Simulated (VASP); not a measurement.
Here is a VASP 6.6.1 calculation.

Contents of POSCAR:

```
As
1.0
    1.8945082363      1.0937948401      3.3603531838
   -1.8945082363      1.0937948401      3.3603531838
    0.0000000000     -2.1875896804      3.3603531838
  As
     2
Direct
     0.7693711044655146    0.7693711044655146    0.7693711044655146
     0.2306288955344855    0.2306288955344855    0.2306288955344855
```

Contents of INCAR.step1:

```
SYSTEM = As
  ALGO = Normal
  EDIFF = 1E-8
  EDIFFG = -0.002
  ENCUT = 600
  GGA = PE
  IBRION = 2
  ISIF = 3
  ISMEAR = 1
  IVDW = 12
  KPAR = 2
  LASPH = .TRUE.
  LCHARG = .FALSE.
  LREAL = .FALSE.
  LWAVE = .FALSE.
  NELM = 80
  NSW = 40
  PREC = Accurate
  SIGMA = 0.2
```

Contents of INCAR.step2:

```
SYSTEM = As
  ALGO = Normal
  EDIFF = 1E-8
  ENCUT = 600
  GGA = PE
  IBRION = 6
  ISIF = 2
  ISMEAR = 1
  IVDW = 12
  KPAR = 2
  LASPH = .TRUE.
  LCHARG = .FALSE.
  LREAL = .FALSE.
  LWAVE = .FALSE.
  NELM = 80
  NFREE = 2
  NSW = 1
  POTIM = 0.015
  PREC = Accurate
  SIGMA = 0.2
```

File KPOINTS:

```
k-points
0
G
  22 22 22
  0 0 0
```

Potentials or basis: VASP PAW PBE potentials, release 64 (As).

Command:

```bash
$ cat potpaw_PBE.64/As/POTCAR > POTCAR
$ cp INCAR.step1 INCAR
$ mpirun -np 2 vasp_std > vasp.out
$ cp CONTCAR POSCAR
$ cp INCAR.step2 INCAR
$ mpirun -np 2 vasp_std > vasp.out
```

Task: Estimate the highest phonon frequency at Γ.

Result: 235 cm⁻¹.

Task: Predict the dispersion energy per atom.

Result: -0.432 eV.

Task: What does it give for the relaxed volume?

Result: 20.95 Å³/atom.

Task: Estimate the relaxed cell.

Result: a = 4.018 Å, b = 4.018 Å, c = 4.018 Å, α = 56.25°, β = 56.25°, γ = 56.25°.

Final structure:
```yaml
crystal:
  lattice:
    - [1.89411, 1.09357, 3.37077]
    - [-1.89411, 1.09357, 3.37077]
    - [0.00000, -2.18713, 3.37077]
  atoms:
    - { symbol: As, position: [0.76955, 0.76955, 0.76955] }
    - { symbol: As, position: [0.23045, 0.23045, 0.23045] }
```
